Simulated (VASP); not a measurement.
# A VASP 6.6.1 single-point calculation on GaSb

INCAR

```
PREC = Accurate
SIGMA = 0.02
NELM = 120
IBRION = -1
EDIFF = 1E-7
LCHARG = .FALSE.
ISIF = 2
ISMEAR = -1
BMIX = 0.0001
NBANDS = 16
LASPH = .TRUE.
ENCUT = 250
NSW = 0
LREAL = .FALSE.
GGA = PE
AMIX = 0.2
LWAVE = .FALSE.
```

KPOINTS

```
KPOINTS created by Atomic Simulation Environment
0
Gamma
8 8 8
0 0 0
```

POSCAR

```
Ga Sb
 1.0000000000000000
     0.0000000000000000    2.8731179418333888    2.8731179418333888
     2.8731179418333888   -0.0000000000000000    2.8731179418333888
     2.8731179418333888    2.8731179418333888   -0.0000000000000000
 Ga  Sb
   1   1
Cartesian
 -0.0000000000000000 -0.0000000000000000 -0.0000000000000000
  2.8731179418333888  2.8731179418333888  2.8731179418333888
```

The recommended PBE PAW datasets give the neutral cell 18 valence electrons.

Command

```
mpirun -np 1 vasp_std
```

**Question.** How does this run end, and what does it give?

**Answer.** It converged. Results: gap between bands v and c on the k mesh -3.24 eV (bands overlap: a metal); least direct gap on the k mesh 0.00 eV; pressure -1.3 GPa. Band v is the last that the valence electrons fill when counted band by band, and c is the next.

OSZICAR

```
N       E                     dE             d eps       ncg     rms          rms(c)
DAV:   1     0.569069192696E+02    0.56907E+02   -0.61944E+03   936   0.982E+02
DAV:   2    -0.341491372053E+01   -0.60322E+02   -0.58936E+02  1072   0.207E+02
DAV:   3    -0.693704467106E+01   -0.35221E+01   -0.35182E+01  1128   0.447E+01
DAV:   4    -0.697731797948E+01   -0.40273E-01   -0.40271E-01  1112   0.524E+00
DAV:   5    -0.697807812675E+01   -0.76015E-03   -0.76013E-03  1168   0.639E-01    0.252E+00
DAV:   6    -0.696503280023E+01    0.13045E-01   -0.16477E-02  1192   0.203E+00    0.195E+00
DAV:   7    -0.696362590937E+01    0.14069E-02   -0.60160E-02  1200   0.374E+00    0.567E-01
DAV:   8    -0.696273769296E+01    0.88822E-03   -0.86141E-03  1168   0.128E+00    0.336E-02
DAV:   9    -0.696271811036E+01    0.19583E-04   -0.35988E-04  1120   0.153E-01    0.230E-02
DAV:  10    -0.696271578017E+01    0.23302E-05   -0.75082E-05  1000   0.467E-02    0.128E-02
DAV:  11    -0.696272063017E+01   -0.48500E-05   -0.10990E-05  1280   0.346E-02    0.112E-02
DAV:  12    -0.696271825264E+01    0.23775E-05   -0.36100E-06  1200   0.263E-02    0.800E-04
DAV:  13    -0.696271823127E+01    0.21368E-07   -0.11418E-07   992   0.241E-03
   1 F= -.69627182E+01 E0= -.69622650E+01  d E =-.906498E-03
```

These settings aren't sound, so the numbers aren't properties of the crystal.

On sound settings PBE gives a gap of -3.24 eV on its mesh and a pressure of 1.7 GPa for the intended cell.
